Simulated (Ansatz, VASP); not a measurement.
## One calculation of MgO, two programs

```
CELL_PARAMETERS angstrom
3.10799 0.00000 0.00000
-1.55399 2.69159 0.00000
0.00000 0.00000 2.75431
ATOMIC_POSITIONS crystal
Mg 0.00000 0.00000 0.96268
O 0.33333 0.66667 0.53732
```

Alike in both runs: task single point; functional PBEsol; k mesh 12 × 12 × 10; occupations gaussian, width 0.02 eV; no spin polarisation.

|  | VASP | Ansatz |
| --- | --- | --- |
| version | VASP 6.6.1 | Ansatz 0.2.0 |
| potentials or method | VASP PAW PBE potentials, release 64 (Mg, O) | scalar-relativistic, plane waves, PAW |
| plane-wave cutoff (eV) | 520 | 420 |
| valence electrons in the cell | 8 | 16 |

Ansatz gave:

```
gap on the k mesh at the Fermi level (eV)       : 1.81
least direct gap on the mesh (eV)               : 2.16
pressure (GPa)                                  : -14.7
largest component of the traceless stress (GPa) : 6.64
rms of the force components (eV/Å)              : 0.121
```

Q: What did VASP give for the same quantities?

A: gap on the k mesh at the Fermi level (eV): 1.80; least direct gap on the mesh (eV): 2.16; pressure (GPa): -15.2; largest component of the traceless stress (GPa): 6.61; rms of the force components (eV/Å): 0.122.

Atom by atom the forces differ by 0.001 eV/Å (rms over components). With one functional, cell and mesh, what is left measures potentials, basis and numerics. The two sets of potentials don't hold the same shells in valence.

Caveats: so large a pressure means that the cell lies far from this level's equilibrium, or that cutoff or potentials fall short (VASP); the potentials were made for another functional, which shifts forces and pressure (VASP). A k mesh can miss the band edges.
